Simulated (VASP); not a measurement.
# SnO in VASP: notebook

Runs on SnO. Level: PBE. Tasks: single point.

All numbers are computed with VASP 6.6.1; they aren't measurements. Logs are shortened: lines on timing, memory, paths and dates and some standing lists are left out, and cuts for length are marked.

### 1 The slab as given

The cell holds a slab with vacuum, 4 atoms: a = 3.799 Å, b = 3.799 Å, c = 6.736 Å, α = 90.00°, β = 90.00°, γ = 97.68°.

### 2 Single point, PBE

Contents of INCAR:

```
PREC     = Accurate       # precision mode
ENCUT    = 460            # plane-wave cutoff, eV
EDIFF    = 1E-7           # SCF threshold, eV
ISMEAR   = 0              # smearing method
SIGMA    = 0.05           # smearing width, eV
LREAL    = F              # projectors in reciprocal space
LASPH    = T              # aspherical terms in the spheres
NELM     = 120            # most SCF steps
ALGO     = Normal         # electronic algorithm
ISIF     = 2              # what is computed and relaxed
LWAVE    = F              # write WAVECAR
LCHARG   = F              # write CHGCAR
LDIPOL   = T            
IDIPOL   = 3            
DIPOL    = 0.5 0.5 0.500
GGA      = PE             # functional
NBANDS   = 32             # bands
LVHAR    = T            
LVACPOTAV= T
```

Contents of KPOINTS:

```
Automatic mesh
0
Gamma
  8 8 1
```

Contents of POSCAR:

```
SnO
1.0
    3.7986313300      0.0000000000      0.0000000000
   -0.5079724300      3.7645137800      0.0000000000
    0.0000000000      0.0000000000      6.7355200000
Sn O
2 2
Direct
    0.0000000000      0.0000000000      0.2994096967
    0.4410000000      0.5590000000      0.7055431503
    0.0700000000      0.5700000000      0.4975235765
    0.4300000000      0.9300000000      0.4975235765
```

Potentials or basis: VASP PAW PBE potentials, release 64 (Sn_d, O).

Started as:

```
cat potpaw_PBE.64/Sn_d/POTCAR potpaw_PBE.64/O/POTCAR > POTCAR
mpirun -np 1 vasp_std > vasp.out
```

OUTCAR:

```text
PREC = Accurate
   ENCUT = 460
   EDIFF = 1E-7
   ISMEAR = 0
   LREAL = F
   LASPH = T
   NELM = 120
   ISIF = 2
   GGA = PE

 Found     21 irreducible k-points:

 Following reciprocal coordinates:
            Coordinates               Weight
  0.000000  0.000000  0.000000      1.000000
  0.125000  0.000000  0.000000      4.000000
  0.250000  0.000000  0.000000      4.000000
  0.375000 -0.000000  0.000000      4.000000
  0.500000  0.000000  0.000000      2.000000
  0.125000  0.125000  0.000000      2.000000
   k-points           NKPTS =     21   k-points in BZ     NKDIM =     21   number of bands    NBANDS=     32
   number of dos      NEDOS =    301   number of ions     NIONS =      4
   total plane-waves  NPLWV =  37632
   dimension x,y,z NGX =    28 NGY =   28 NGZ =   48
   dimension x,y,z NGXF=    56 NGYF=   56 NGZF=   96
   ions per type =               2   2
   NGX,Y,Z   is equivalent  to a cutoff of  12.25, 12.25, 11.85 a.u.
   NGXF,Y,Z  is equivalent  to a cutoff of  24.51, 24.51, 23.69 a.u.
 SYSTEM =  unknown system
   PREC   = accura    normal or accurate (medium, high low for compatibility)
   ISTART =      0    job   : 0-new  1-cont  2-samecut
   ICHARG =      2    charge: 1-file 2-atom 10-const
   ISPIN  =      1    spin polarized calculation?
   LNONCOLLINEAR =      F non collinear calculations
   LSORBIT =      F    spin-orbit coupling
   LASPH  =      T    aspherical Exc in radial PAW
   ENCUT  =  460.0 eV  33.81 Ry    5.81 a.u.   6.64  6.64 11.78*2*pi/ulx,y,z
   NELM   =    120;   NELMIN=  2; NELMDL= -5     # of ELM steps
   EDIFF  = 0.1E-06   stopping-criterion for ELM
   LREAL  =      F    real-space projection
   EDIFFG = 0.1E-05   stopping-criterion for IOM
   NSW    =      0    number of steps for IOM
   IBRION =     -1    ionic relax: 0-MD 1-quasi-New 2-CG
   NFREE  =      0    steps in history (QN), initial steepest desc. (CG)
   ISIF   =      2    stress and relaxation
   ISYM   =      2    0-nonsym 1-usesym 2-fastsym
   POTIM  = 0.5000    time-step for ionic-motion
   TEBEG  =    0.0;   TEEND  =   0.0 temperature during run
   PSTRESS=    0.0 pullay stress
   NELECT =      40.0000    total number of electrons
   NUPDOWN=      -1.0000    fix difference up-down
   EMIN   =  10.00;   EMAX   =-10.00  energy-range for DOS
   EFERMI =   0.00;   METHOD = LEGACY
   ISMEAR =     0;   SIGMA  =   0.05  broadening in eV -4-tet -1-fermi 0-gaus
   EFERMI_NEDOS =   21; number of points for ismear=-14 and -15
   IALGO  =     38    algorithm
   IMIX   =      4    mixing-type and parameters
     AMIX     =   0.40;   BMIX     =  1.00
     AMIX_MAG =   1.60;   BMIX_MAG =  1.00
  volume/ion in A,a.u.               =      24.08       162.50
  Fermi-wavevector in a.u.,A,eV,Ry     =   1.221403  2.308118 20.297527  1.491826
  Thomas-Fermi vector in A             =   2.356587
   LORBIT       =      0    0 simple, 1 ext, 2 COOP (PROOUT), +10 PAW based schemes
   GGA     = PE    functional components
   LHFCALC =     F    Hartree Fock is set to
   AEXX    =    0.0000 exact exchange contribution
   IVDW    =     0    specifies the selected vdW correction
   LEPSILON=     F    determine dielectric tensor
   LRPA    =     F    only Hartree local field effects (RPA)
 non-spin polarized calculation
 Gauss-broadening in eV      SIGMA  =   0.05
  energy-cutoff  :      460.00
  volume of cell :       96.32
 maximum number of plane-waves:      2178
   NGX = 13   NGY = 13   NGZ = 23

 dipolmoment           0.000000      0.000000      0.000140 electrons x Angstroem

 number of electron      39.9999999 magnetization

 dipolmoment           0.000000      0.000000     -0.009071 electrons x Angstroem

 Free energy of the ion-electron system (eV)
  ---------------------------------------------------
  ext. energy  EPLUGINS =         0.00000000
  ---------------------------------------------------
  free energy    TOTEN  =       -18.78828384 eV

  energy without entropy =      -18.78649580  energy(sigma->0) =      -18.78738982

 E-fermi :   4.8315     XC(G=0):  -8.5151

 val. band max:        4.7768259874   @ k =  -0.1250   0.1250   0.0000
 cond. band min:       4.8368670219   @ k =  -0.2500   0.2500   0.0000
 fundamental gap:      0.0600410345
 Fermi energy:         4.8315185940

 k-point     1 :       0.0000    0.0000    0.0000
  band No.  band energies     occupation
      1     -18.0135      2.00000
      2     -17.6312      2.00000
      3     -17.4409      2.00000
      4     -17.3969      2.00000
      5     -17.3900      2.00000
      6     -17.3900      2.00000
[... 24 lines left out ...]
     31      14.5756      0.00000
     32      16.0878      0.00000

 k-point     2 :       0.1250    0.0000    0.0000
  band No.  band energies     occupation
      1     -18.0258      2.00000
      2     -17.6233      2.00000
      3     -17.4360      2.00000
      4     -17.3985      2.00000
      5     -17.3922      2.00000
      6     -17.3897      2.00000
[... 24 lines left out ...]
     31      15.0966      0.00000
     32      15.5278      0.00000

 k-point     3 :       0.2500    0.0000    0.0000
  band No.  band energies     occupation
      1     -18.0534      2.00000
      2     -17.6080      2.00000
      3     -17.4250      2.00000
      4     -17.4027      2.00000
      5     -17.3955      2.00000
      6     -17.3908      2.00000
[... 24 lines left out ...]
     31      14.8484      0.00000
     32      15.7671      0.00000

 k-point     4 :       0.3750   -0.0000    0.0000
  band No.  band energies     occupation
      1     -18.0785      2.00000
      2     -17.5978      2.00000
      3     -17.4158      2.00000
      4     -17.4064      2.00000
      5     -17.3979      2.00000
      6     -17.3918      2.00000
[... 24 lines left out ...]
     31      14.6935      0.00000
     32      15.3573      0.00000

 k-point     5 :       0.5000    0.0000    0.0000
  band No.  band energies     occupation
      1     -18.0884      2.00000
      2     -17.5950      2.00000
      3     -17.4131      2.00000
      4     -17.4074      2.00000
      5     -17.3986      2.00000
      6     -17.3918      2.00000
[... 24 lines left out ...]
     31      14.8275      0.00000
     32      15.1737      0.00000

 k-point     6 :       0.1250    0.1250    0.0000
  band No.  band energies     occupation
      1     -18.0395      2.00000
      2     -17.6102      2.00000
      3     -17.4314      2.00000
      4     -17.4010      2.00000
      5     -17.3921      2.00000
      6     -17.3844      2.00000
[... 24 lines left out ...]
     31      15.3912      0.00000
     32      15.8198      0.00000

 [... further k-points ...]

------------------------ aborting loop because EDIFF is reached ----------------------------------------

  FORCE on cell =-STRESS in cart. coord.  units (eV):
  Direction    XX          YY          ZZ          XY          YZ          ZX
  --------------------------------------------------------------------------------------
  -------------------------------------------------------------------------------------
  Total        6.5692244      8.6810272     -1.2287809      7.8251401     -2.7630136      3.1608781
  in kB      109.2741692    144.4024409    -20.4398579    130.1653936    -45.9606785     52.5788590
  external PRESSURE =      77.7455841 kB  Pullay stress =       0.0000000 kB

 VOLUME and BASIS-vectors are now :
 -----------------------------------------------------------------------------
  energy-cutoff  :      460.00
  volume of cell :       96.32
      direct lattice vectors                 reciprocal lattice vectors
     3.798631330  0.000000000  0.000000000     0.263252712  0.035522548  0.000000000
    -0.507972430  3.764513780  0.000000000     0.000000000  0.265638555  0.000000000
     0.000000000  0.000000000  6.735520000     0.000000000  0.000000000  0.148466637

 POSITION                                       TOTAL-FORCE (eV/Angst)
 -----------------------------------------------------------------------------------
      0.00000      0.00000      2.01668        -0.745980      0.652081      1.135345
      1.39124      2.10436      4.75220         1.650664     -1.442888      0.916133
     -0.02364      2.14577      3.35108        -6.442325     -6.457137     -1.025739
      1.16100      3.50100      3.35108         5.537641      7.247944     -1.025739
 -----------------------------------------------------------------------------------
    total drift:                                0.000437     -0.000382     -0.032041

  FREE ENERGIE OF THE ION-ELECTRON SYSTEM (eV)
  ---------------------------------------------------
  free  energy   TOTEN  =       -18.7882838396 eV

  energy  without entropy=      -18.7864957992  energy(sigma->0) =      -18.78738982
```

Run time: 47 s. Hardware: 1 thread of Intel Xeon Platinum 8488C (Sapphire Rapids), shared host; peak memory 0.2 GiB.

These settings aren't checked as converged: the numbers below hold their error.

What came out:

- Free energy: -18.7883 eV
- Largest force: 9.179 eV/Å
- Band gap on the k mesh: none (metal or under the smearing width)

Caveat: the cutoff is under 1.25 times the usual one of these potentials, so pressure, stress and relaxed cells hold a basis-set (Pulay) error.

### 3 Single point, PBE

This run uses another cell than the first one, of 52.68 Å³/atom, 2.188 times its volume.

INCAR is that of step 2.

Contents of KPOINTS:

```
Automatic mesh
0
Gamma
  5 5 1
```

Contents of POSCAR:

```
SnO
1.0
    3.7986313300      0.0000000000      0.0000000000
   -0.5079724300      3.7645137800      0.0000000000
    0.0000000000      0.0000000000     14.7355200000
Sn O
2 2
Direct
    0.0000000000      0.0000000000      0.4083113456
    0.4410000000      0.5590000000      0.5939525717
    0.0700000000      0.5700000000      0.4988680413
    0.4300000000      0.9300000000      0.4988680413
```

Potentials or basis: VASP PAW PBE potentials, release 64 (Sn_d, O).

Started as:

```
cat potpaw_PBE.64/Sn_d/POTCAR potpaw_PBE.64/O/POTCAR > POTCAR
mpirun -np 1 vasp_std > vasp.out
```

Run time: 64 s. Hardware: 1 thread of Intel Xeon Platinum 8488C (Sapphire Rapids), shared host; peak memory 0.27 GiB.

The run converged, but some of its settings lie outside the range that counts as converged, so its numbers aren't taken as properties of the slab.

Results:

* Free energy: -18.7449 eV
* Largest force: 9.503 eV/Å
* Band gap on the k mesh: 0.24 eV, indirect (least direct gap 0.38 eV)
* Ionisation potential of the upper face: 2.98 eV

Caveat: the cutoff is under 1.25 times the usual one of these potentials, so pressure, stress and relaxed cells hold a basis-set (Pulay) error; spin-orbit coupling is left out, which moves the levels of the heavy elements.

### 4 Single point, PBE

This run uses another cell than the first one, of 45.53 Å³/atom, 1.891 times its volume.

Edit INCAR of step 3 so:

```diff
@@ -12,5 +12,2 @@
 LCHARG   = F              # write CHGCAR
-LDIPOL   = T            
-IDIPOL   = 3            
-DIPOL    = 0.5 0.5 0.500
 GGA      = PE             # functional
@@ -18,2 +15,3 @@
 LVHAR    = T            
-LVACPOTAV= T
+LVACPOTAV= T            
+IDIPOL   = 3
```

Contents of KPOINTS:

```
Automatic mesh
0
Gamma
  6 6 1
```

Contents of POSCAR:

```
SnO
1.0
    3.7986313300      0.0000000000      0.0000000000
   -0.5079724300      3.7645137800      0.0000000000
    0.0000000000      0.0000000000     12.7355200000
Sn O
2 2
Direct
    0.0000000000      0.0000000000      0.3939124590
    0.4410000000      0.5590000000      0.6087069864
    0.0700000000      0.5700000000      0.4986902773
    0.4300000000      0.9300000000      0.4986902773
```

Started as:

```
cat potpaw_PBE.64/Sn_d/POTCAR potpaw_PBE.64/O/POTCAR > POTCAR
mpirun -np 1 vasp_std > vasp.out
```

It took 68 s on 1 thread of Intel Xeon Platinum 8488C (Sapphire Rapids), shared host; peak memory 0.26 GiB.

The run converged, but some of its settings lie outside the range that counts as converged, so its numbers aren't taken as properties of the slab.

Results:

```yaml
Free_energy: -18.7472 eV
Largest_force: 9.417 eV/Å
Band_gap_on_the_k_mesh: 0.05 eV, indirect (least direct gap 0.26 eV)
```

Caveat: the cutoff is under 1.25 times the usual one of these potentials, so pressure, stress and relaxed cells hold a basis-set (Pulay) error; spin-orbit coupling is left out, which moves the levels of the heavy elements.
